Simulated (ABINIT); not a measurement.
# ZnS (Wurtzite-4H) (P6_3mc) in ABINIT: band structure with r2SCAN

Aim: the band structure of ZnS (Wurtzite-4H) with r2SCAN.

Everything below comes from runs of ABINIT 10.8.3 (patched build). Logs are shortened: lines on timing, memory, paths and dates and some standing lists are left out, and cuts for length are marked. The log counts tension as positive stress, the text compression.

**The experiment to reproduce.**

A printed reference work, monograph reports, for a bulk crystal of ZnS at 4 K: band gap 3.911 eV (direct).

How close the calculation comes is told below.

## 1. The structure

The structure is hexagonal, space group P6_3mc (No. 186). Conventional cell: a = 3.823 Å, b = 3.823 Å, c = 12.520 Å, α = 90.00°, β = 90.00°, γ = 120.00°. Around Zn (site symmetry 3m) lie 4 S at 2.34 to 2.35 Å. Around Zn (site symmetry 3m) lie 4 S at 2.34 to 2.35 Å. S (site symmetry 3m) has 4 Zn at 2.34 to 2.35 Å as nearest neighbours. S (site symmetry 3m) is surrounded by 4 Zn at 2.34 to 2.35 Å.

## 2. Band structure, r2SCAN

run.abi reads:

```
# Datasets: ground state, then fixed potential
ndtset 2

# Pseudopotentials
pp_dirpath "./"
pseudos "Zn.GGA_PBE-JTH.xml, S.GGA_PBE-JTH.xml"

# Structure
acell 3.8227 3.8227 12.52 Angstrom
rprim
     1.0000000000     0.0000000000     0.0000000000
    -0.5000000000     0.8660254038     0.0000000000
     0.0000000000     0.0000000000     1.0000000000
ntypat 2
znucl 30 16
natom 8
typat 1 1 1 1 2 2 2 2
xred
     0.6666666667     0.3333333333     0.7500000000
     0.3333333333     0.6666666667     0.2500000000
     0.0000000000     0.0000000000     0.5000000000
     0.0000000000     0.0000000000     0.0000000000
     0.6666666667     0.3333333333     0.9375000000
     0.3333333333     0.6666666667     0.4375000000
     0.0000000000     0.0000000000     0.6875000000
     0.0000000000     0.0000000000     0.1875000000

# Plane-wave basis
ecut 26.0
pawecutdg 48.0

# Exchange and correlation
ixc -497498
usekden 1
pawxcdev 0

# Bands and occupations
occopt 3
tsmear 0.00183747

# SCF cycle
nstep 100

# Output
iomode 3
prtwf 0
prteig 0
prtebands 0
prtden1 1
prtkden1 1

# Dataset 1
kptopt1 1
ngkpt1 7 7 3
nshiftk1 1
shiftk1 0.0 0.0 0.0
nband1 44
tolvrs1 1.0e-7

# Dataset 2: bands along G-M-K-G-A-L-H-A
iscf2 -2
getden2 1
getkden2 1
nband2 50
nbdbuf2 4
tolwfr2 1.0e-11
kptopt2 -7
ndivsm2 5
prteig2 1
prtvol2 -3
kptbounds2
     0.0000000000     0.0000000000     0.0000000000
     0.5000000000     0.0000000000     0.0000000000
     0.3333333333     0.3333333333     0.0000000000
     0.0000000000     0.0000000000     0.0000000000
     0.0000000000     0.0000000000     0.5000000000
     0.5000000000     0.0000000000     0.5000000000
     0.3333333333     0.3333333333     0.5000000000
     0.0000000000     0.0000000000     0.5000000000
```

Potentials or basis: JTH PAW PBE v2.0.

Launch:

```sh
$ mpirun --bind-to none -np 4 abinit run.abi > log 2>&1
```

run.abo:

```text
.Version 10.8.3 of ABINIT
 DATASET    1 : space group P6_3 m c (#186); Bravais hP (primitive hexag.)
================================================================================
 Values of the parameters that define the memory need for DATASET  1.
     intxc =       0    ionmov =       0      iscf =      17    lmnmax =      18
     lnmax =       6     mgfft =     120  mpssoang =       3    mqgrid =    7379
     natom =       8  nloc_mem =       2    nspden =       1   nspinor =       1
    nsppol =       1      nsym =      12    n1xccc =       1    ntypat =       2
    occopt =       3   xclevel =       2
       mpw =        6799          nfft =      155520          nkpt =          16
Pmy_natom=         2
 PAW method is used; the additional fine FFT grid is defined by:
   mgfftf=       150    nfftf =    345600
================================================================================
================================================================================

 DATASET    2 : space group P6_3 m c (#186); Bravais hP (primitive hexag.)
================================================================================
 Values of the parameters that define the memory need for DATASET  2.
     intxc =       0    ionmov =       0      iscf =      -2    lmnmax =      18
     lnmax =       6     mgfft =     120  mpssoang =       3    mqgrid =    7379
     natom =       8  nloc_mem =       2    nspden =       1   nspinor =       1
    nsppol =       1      nsym =      12    n1xccc =       1    ntypat =       2
    occopt =       3   xclevel =       2
       mpw =        6802          nfft =      155520          nkpt =         110
Pmy_natom=         2
 PAW method is used; the additional fine FFT grid is defined by:
   mgfftf=       150    nfftf =    345600
================================================================================
================================================================================

--------------------------------------------------------------------------------
------------- Echo of variables that govern the present computation ------------
--------------------------------------------------------------------------------
 -outvars: echo values of preprocessed input variables --------
            acell      7.2238560615E+00  7.2238560615E+00  2.3659371096E+01 Bohr
              amu      6.53900000E+01  3.20660000E+01
             ecut      2.60000000E+01 Hartree
           getden1          0
           getden2          1
          getkden1          0
          getkden2          1
             iscf1         17
             iscf2         -2
              ixc     -497498
           jdtset        1    2
           kptopt1          1
           kptopt2         -7
         kptrlatt        7    0    0      0    7    0      0    0    3
          kptrlen1     5.05669924E+01
          kptrlen2     3.00000000E+01
            natom           8
            nband1         44
            nband2         50
           nbdbuf1          0
           nbdbuf2          4
           ndtset           2
           ndivsm1          0
           ndivsm2          5
            ngfft          36      36     120
          ngfftdg          48      48     150
             nkpt1         16
             nkpt2        110
            nstep         100
             nsym          12
           ntypat           2
           occopt           3
        pawecutdg      4.80000000E+01 Hartree
         pawxcdev           0
        prtebands           0
           prteig1          0
           prteig2          1
          prtkden           1
           prtvol1          0
           prtvol2         -3
            prtwf           0
            rprim      1.0000000000E+00  0.0000000000E+00  0.0000000000E+00
                      -5.0000000000E-01  8.6602540380E-01  0.0000000000E+00
                       0.0000000000E+00  0.0000000000E+00  1.0000000000E+00
           shiftk1     0.00000000E+00  0.00000000E+00  0.00000000E+00
           shiftk2     5.00000000E-01  5.00000000E-01  5.00000000E-01
          spgroup         186
           tolvrs1     1.00000000E-07
           tolvrs2     0.00000000E+00
           tolwfr1     0.00000000E+00
           tolwfr2     1.00000000E-11
           tsmear      1.83747000E-03 Hartree
[... 2258 lines left out ...]
etotal    :  -2.63328760E+02
entropy   :   0.00000000E+00
fermie    :   2.33688027E-01
cartesian_stress_tensor: null
pressure_GPa: null
xred      :
- [  6.6667E-01,   3.3333E-01,   7.5000E-01, Zn]
- [  3.3333E-01,   6.6667E-01,   2.5000E-01, Zn]
- [  1.8504E-17,   3.7007E-17,   5.0000E-01, Zn]
- [  1.8504E-17,   3.7007E-17,   5.5511E-17, Zn]
- [  6.6667E-01,   3.3333E-01,   9.3750E-01,  S]
- [  3.3333E-01,   6.6667E-01,   4.3750E-01,  S]
- [  1.8504E-17,   3.7007E-17,   6.8750E-01,  S]
- [  1.8504E-17,   3.7007E-17,   1.8750E-01,  S]
cartesian_forces: null
force_length_stats: {min: null, max: null, mean: null, }
...

 Integrated electronic density in atomic spheres:
 ------------------------------------------------
 Atom  Sphere_radius  Integrated_density
    1        2.30770         10.77399656
    2        2.30770         10.77399656
    3        2.30770         10.77184793
    4        2.30770         10.77184793
    5        1.90380          3.61282780
    6        1.90380          3.61282780
    7        1.90380          3.60426607
    8        1.90380          3.60426607

================================================================================

 ----iterations are completed or convergence reached----

 Mean square residual over all n,k,spin=   52.826E-13; max=  99.973E-13
 reduced coordinates (array xred) for    8 atoms
       0.666666666667      0.333333333333      0.750000000000
       0.333333333333      0.666666666667      0.250000000000
       0.000000000000      0.000000000000      0.500000000000
       0.000000000000      0.000000000000      0.000000000000
       0.666666666667      0.333333333333      0.937500000000
       0.333333333333      0.666666666667      0.437500000000
       0.000000000000      0.000000000000      0.687500000000
       0.000000000000      0.000000000000      0.187500000000

 cartesian coordinates (angstrom) at end:
    1      1.91135000000000     1.10351843703542     9.39000000000000
    2      0.00000000000000     2.20703687407084     3.13000000000000
    3      0.00000000000000     0.00000000000000     6.26000000000000
    4      0.00000000000000     0.00000000000000     0.00000000000000
    5      1.91135000000000     1.10351843703542    11.73750000000000
    6      0.00000000000000     2.20703687407084     5.47750000000000
    7      0.00000000000000     0.00000000000000     8.60750000000000
    8      0.00000000000000     0.00000000000000     2.34750000000000
 length scales=  7.223856061508  7.223856061508 23.659371096365 bohr
              =  3.822700000000  3.822700000000 12.520000000000 angstroms
 Eigenvalues (hartree) for nkpt= 110  k points:
 kpt#   1, nband= 50, wtk=  1.00000, kpt=  0.0000  0.0000  0.0000 (reduced coord)
  -0.31878   -0.30325   -0.30278   -0.28428   -0.05487   -0.05473   -0.05473   -0.05331
  -0.05319   -0.05319   -0.05282   -0.05229   -0.05229   -0.05084   -0.05084   -0.03570
  -0.03570   -0.03546   -0.03546   -0.03436   -0.03436   -0.03381   -0.03381   -0.02795
  -0.01425    0.07842    0.07896    0.15088    0.15088    0.16598    0.16598    0.16665
   0.16665    0.18220    0.18370    0.18370    0.28165    0.31894    0.32674    0.33594
   0.43447    0.43447    0.43903    0.44524    0.44524    0.45180    0.45628    0.46436
   0.46436    0.46946
 kpt#   2, nband= 50, wtk=  1.00000, kpt=  0.0263  0.0000  0.0000 (reduced coord)
  -0.31860   -0.30310   -0.30263   -0.28418   -0.05484   -0.05473   -0.05470   -0.05337
  -0.05330   -0.05314   -0.05266   -0.05225   -0.05222   -0.05082   -0.05078   -0.03576
  -0.03574   -0.03543   -0.03543   -0.03437   -0.03437   -0.03394   -0.03379   -0.02784
  -0.01398    0.07839    0.07894    0.14938    0.15043    0.16473    0.16543    0.16565
   0.16630    0.18177    0.18207    0.18348    0.28338    0.32040    0.32812    0.33731
   0.43359    0.43499    0.43942    0.44199    0.44602    0.44911    0.45745    0.46478
   0.46674    0.46912
 kpt#   3, nband= 50, wtk=  1.00000, kpt=  0.0526  0.0000  0.0000 (reduced coord)
[... 849 lines left out ...]
  -0.05411   -0.05411   -0.05135   -0.05135   -0.05131   -0.05131   -0.04462   -0.04462
  -0.03559   -0.03559   -0.03558   -0.03558   -0.03408   -0.03408   -0.03405   -0.03405
   0.02136    0.02136    0.14217    0.14217    0.15383    0.15383    0.15483    0.15483
   0.17738    0.17738    0.17809    0.17809    0.31320    0.31320    0.32519    0.32519
   0.43001    0.43001    0.44099    0.44099    0.44178    0.44178    0.46441    0.46441
   0.46619    0.46619
 kpt# 110, nband= 50, wtk=  1.00000, kpt=  0.0000  0.0000  0.5000 (reduced coord)
  -0.31441   -0.31441   -0.29015   -0.29015   -0.05485   -0.05485   -0.05417   -0.05417
  -0.05417   -0.05417   -0.05136   -0.05136   -0.05136   -0.05136   -0.04463   -0.04463
  -0.03558   -0.03558   -0.03558   -0.03558   -0.03409   -0.03409   -0.03409   -0.03409
   0.02122    0.02122    0.14264    0.14264    0.15525    0.15525    0.15525    0.15525
   0.17835    0.17835    0.17835    0.17835    0.31199    0.31199    0.32377    0.32377
   0.43202    0.43202    0.44043    0.44043    0.44043    0.44043    0.46537    0.46537
   0.46537    0.46537

== END DATASET(S) ==============================================================
================================================================================

 -outvars: echo values of variables after computation  --------
            acell      7.2238560615E+00  7.2238560615E+00  2.3659371096E+01 Bohr
           etotal1    -2.6332876012E+02
            fcart1     3.9836959067E-28 -8.4736396464E-29  1.8228301234E-04
                      -4.9621475328E-28 -2.5689923373E-28  1.8228301234E-04
                       1.0017480935E-28  8.7426440797E-29  4.1607228156E-04
                       1.0017480935E-28  8.7426440797E-29  4.1607228156E-04
                      -4.9621475328E-28 -2.5689923373E-28  1.7493943580E-04
                       1.0017480935E-28  8.7426440797E-29  1.7493943580E-04
                       1.1881198318E-28  2.0578839141E-28 -7.7329472970E-04
                       1.7472350468E-28  1.3046715011E-28 -7.7329472970E-04
            rprim      1.0000000000E+00  0.0000000000E+00  0.0000000000E+00
                      -5.0000000000E-01  8.6602540380E-01  0.0000000000E+00
                       0.0000000000E+00  0.0000000000E+00  1.0000000000E+00
           strten1     2.4279892016E-05  2.4279891911E-05  3.0460527694E-05
                       0.0000000000E+00  0.0000000000E+00  0.0000000000E+00
           xangst      1.9113500000E+00  1.1035184370E+00  9.3900000000E+00
                       4.0334943951E-17  2.2070368741E+00  3.1300000000E+00
                       4.7702823319E-33  1.2251515769E-16  6.2600000000E+00
                       4.7702823319E-33  1.2251515769E-16  6.9499961342E-16
                       1.9113500000E+00  1.1035184370E+00  1.1737500000E+01
                       4.0334943951E-17  2.2070368741E+00  5.4775000000E+00
                       4.7702823319E-33  1.2251515769E-16  8.6075000000E+00
                       4.7702823319E-33  1.2251515769E-16  2.3475000000E+00
             xred      6.6666666667E-01  3.3333333333E-01  7.5000000000E-01
                       3.3333333333E-01  6.6666666667E-01  2.5000000000E-01
                       1.8503717077E-17  3.7007434154E-17  5.0000000000E-01
                       1.8503717077E-17  3.7007434154E-17  5.5511151231E-17
                       6.6666666667E-01  3.3333333333E-01  9.3750000000E-01
                       3.3333333333E-01  6.6666666667E-01  4.3750000000E-01
                       1.8503717077E-17  3.7007434154E-17  6.8750000000E-01
                       1.8503717077E-17  3.7007434154E-17  1.8750000000E-01
 Calculation completed.
```

Run time: 34 min. Hardware: 4 MPI ranks of Arm Neoverse V1, shared host; peak memory 1.4 GiB.

What came out:

| Quantity | Value |
| --- | --- |
| Free energy | -7165.5406 eV |
| Pressure | -0.8 GPa |
| Largest force | 0.040 eV/Å |
| Band gap on the k mesh | 2.67 eV, direct |
| Band gap along the path | 2.67 eV, direct |
| Valence electrons inside the program's atomic spheres | Zn 10.77; S 3.61, 3.60 |

Forces in eV/Å, atoms in the order of the input:
```
Zn   0.000  0.000  0.009
Zn   0.000  0.000  0.009
Zn   0.000  0.000  0.021
Zn   0.000  0.000  0.021
S    0.000  0.000  0.009
S    0.000  0.000  0.009
S    0.000  0.000 -0.040
S    0.000  0.000 -0.040
```

Stress tensor (GPa, compression positive):
```
-0.71  0.00  0.00
 0.00 -0.71  0.00
 0.00  0.00 -0.90
```

Levels at the corners of the path, in eV from the valence-band top:
```tsv
point	band 32	band 33	band 34	band 35	band 36	band 37	band 38	band 39	band 40	band 41
Γ	-0.46	-0.46	-0.04	0.00	0.00	2.67	3.68	3.89	4.14	6.82
M	-1.64	-1.63	-1.61	-1.13	-0.90	3.74	3.74	4.17	4.76	5.32
K	-2.52	-2.34	-1.79	-1.79	-1.36	4.98	5.31	5.31	5.66	5.66
Γ	-0.46	-0.46	-0.04	0.00	0.00	2.67	3.68	3.89	4.14	6.82
A	-0.77	-0.15	-0.15	-0.15	-0.15	3.49	3.49	3.81	3.81	6.76
L	-2.09	-1.53	-1.53	-1.13	-1.13	4.08	4.08	4.47	4.47	5.08
H	-2.78	-1.84	-1.84	-1.65	-1.65	4.76	4.76	5.70	5.70	6.61
A	-0.77	-0.15	-0.15	-0.15	-0.15	3.49	3.49	3.81	3.81	6.76
```

Caveat: totals of a meta-GGA on PAW files have another zero than those of a GGA; the PAW data sets were made with another functional, which shifts forces and pressure a little.

## 3. Against experiment

Step 2. Measured gap of ZnS: 3.911 eV (direct; 4 K; a printed reference work, monograph). This calculation gives 2.67 eV (-1.25 eV). The value is that of r2SCAN, without temperature or zero-point motion.
